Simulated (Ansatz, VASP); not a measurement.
# Two plane-wave programs on BaS

INCAR

```
SYSTEM = BaS
ALGO = Fast
EDIFF = 1E-6
ENCUT = 520
GGA = PS
ISIF = 2
ISMEAR = 0
LASPH = .TRUE.
LCHARG = .FALSE.
LREAL = .FALSE.
LWAVE = .FALSE.
NBANDS = 15
NELM = 100
PREC = Accurate
SIGMA = 0.02
```

Contents of KPOINTS:

```
k-points
0
G
  8 8 8
  0 0 0
```

Contents of POSCAR:

```
BaS
1.0
    0.0000000000      3.1937500000      3.1937500000
    3.1937500000      0.0000000000      3.1937500000
    3.1937500000      3.1937500000      0.0000000000
Ba S
1 1
Direct
    0.0070450098      0.0070450098     -0.0070450098
    0.5000000000      0.5000000000      0.5000000000
```

Input for Ansatz:

```yaml
crystal:
  lattice:
    - [0.0, 3.19375, 3.19375]
    - [3.19375, 0.0, 3.19375]
    - [3.19375, 3.19375, 0.0]
  atoms:
    - { symbol: Ba, position: [0.0070450098, 0.0070450098, -0.0070450098] }
    - { symbol: S, position: [0.5, 0.5, 0.5] }
basis:
  ecutwfc: 420
kpoints:
  mp_grid: { grid: [8, 8, 8] }
hamiltonian:
  xc: pbesol
scf:
  occupations: { method: gaussian, width: 0.02 }
output:
  forces: true
  stress: true
  eigenvalues: true
  populations: true
```

Change from the starting cell: one atom moved.

Alike in both runs: task single point; functional PBEsol; k mesh 8 × 8 × 8; occupations gaussian, width 0.02 eV; no spin polarisation.

```csv
,VASP,Ansatz
version,VASP 6.6.1,Ansatz 0.2.0
potentials or method,"VASP PAW PBE potentials, release 64 (Ba_sv, S)","scalar-relativistic, plane waves, PAW"
plane-wave cutoff (eV),520,420
valence electrons in the cell,16,16
```

VASP gave:

| Property | Result |
| --- | --- |
| gap on the k mesh at the Fermi level (eV) | 1.99 |
| least direct gap on the mesh (eV) | 2.12 |
| pressure (GPa) | -0.5 |
| largest component of the traceless stress (GPa) | 0.06 |
| rms of the force components (eV/Å) | 0.051 |

Question: Which values does Ansatz return?

Answer: gap on the k mesh at the Fermi level (eV): 2.08; least direct gap on the mesh (eV): 2.19; pressure (GPa): -1.1; largest component of the traceless stress (GPa): 0.06; rms of the force components (eV/Å): 0.046.

Atom by atom the forces differ by 0.005 eV/Å (rms over components).

Caveats: the PAW data sets were made with another functional, which shifts forces and pressure a little (VASP); spin-orbit coupling is left out, which moves the levels of the heavy elements. A k mesh can miss the band edges.
